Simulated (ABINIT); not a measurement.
Runs of ABINIT 10.8.3 (patched build) on W. It takes space group Im-3m (No. 229, cubic). The conventional cell has a = 3.165 Å, b = 3.165 Å, c = 3.165 Å, α = 90.00°, β = 90.00°, γ = 90.00°. W (site symmetry m-3m) is surrounded by 8 W at 2.74 Å. 

```csv
task,level,potentials or basis,spin,k mesh,dispersion computed by,mesh quality,gap on the mesh (eV),V0 of scaled cells (Å³/atom),B0 (GPa)
band structure,PBEsol,JTH PAW PBE v2.0,off,12 × 12 × 12,-,not flagged,none,-,-
equation of state,WC,JTH PAW PBE v2.0,off,12 × 12 × 12,-,not flagged,-,15.82,316
equation of state,BP86+D4,JTH PAW PBE v2.0,off,12 × 12 × 12,dftd4 4.3.1,not flagged,-,(b),318
equation of state,PBEsol,JTH PAW PBE v2.0,off,12 × 12 × 12,-,not flagged,-,(a),318
single point,LDA,JTH PAW LDA v2.0,off,7 × 7 × 7,-,coarse,none,-,-
equation of state,HCTH407,JTH PAW PBE v2.0,off,12 × 12 × 12,-,not flagged,-,15.48,327
band structure,LDA-PZ,JTH PAW LDA v2.0,"SOC, no magnetisation",12 × 12 × 12,-,not flagged,none,-,-
band structure,LDA,JTH PAW LDA v2.0,off,12 × 12 × 12,-,not flagged,none,-,-
```

Alike in all rows: cell as given; cutoff (eV) 408; smearing fermi-dirac 0.05 eV.

Task: Estimate the missing entries.

Result: (a) 15.74; (b) 15.55.

Caveats: some runs use coarse meshes; the PAW data sets were made with another functional, which shifts forces and pressure a little (some runs); pressures at fixed basis lie under the slope of the energies (some runs); spin-orbit coupling is left out, which moves the levels of the heavy elements (some runs).

A k mesh can miss the band edges, and rows without SOC leave out spin-orbit coupling on W.

A gap of «none» marks a metal or a gap under the smearing width.
